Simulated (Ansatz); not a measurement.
Crystal: Zn.

```xyz
1
Lattice="-1.5690 1.5690 1.5690 1.5690 -1.5690 1.5690 1.5690 1.5690 -1.5690" Properties=species:S:1:pos:R:3 pbc="T T T"
Zn    0.0000    0.0000    0.0000
```

This isn't the form of Zn at room conditions, which is hcp.

- Program: Ansatz 0.2.0
- Task: single point
- Functional: PBE
- Potentials or basis: all-electron LAPW, scalar-relativistic
- Cutoff: 253 eV (chosen from the basis error)
- Basis error allowed: 0.001 eV/atom
- k mesh: 12 × 12 × 12
- Occupations: fermi-dirac, width 0.05 eV
- Spin: no spin polarisation

On this cell: pressure -0.3 GPa; band gap on the k mesh none (metal or under the smearing width).

The same run follows on a disturbed copy (cell strained at random at fixed volume):

```
Zn
1.0
    -1.52714    1.56173    1.52690
     1.48647   -1.65878    1.58329
     1.56585    1.69749   -1.62395
Zn
1
Direct
  0.01976 0.99531 0.01093
```

Q: What does the disturbed cell give?

A: The energy (extrapolated to zero smearing) moves by -7.6 meV/atom; pressure -0.1 GPa; band gap on the k mesh none (metal or under the smearing width).

Stress tensor (GPa, compression positive):
```
-1.24  0.55  0.24
 0.55  0.56 -1.23
 0.24 -1.23  0.39
```

The energy falls, though the first cell shows no forces: that form is unstable against this distortion, unless noise or another electronic state is at work.
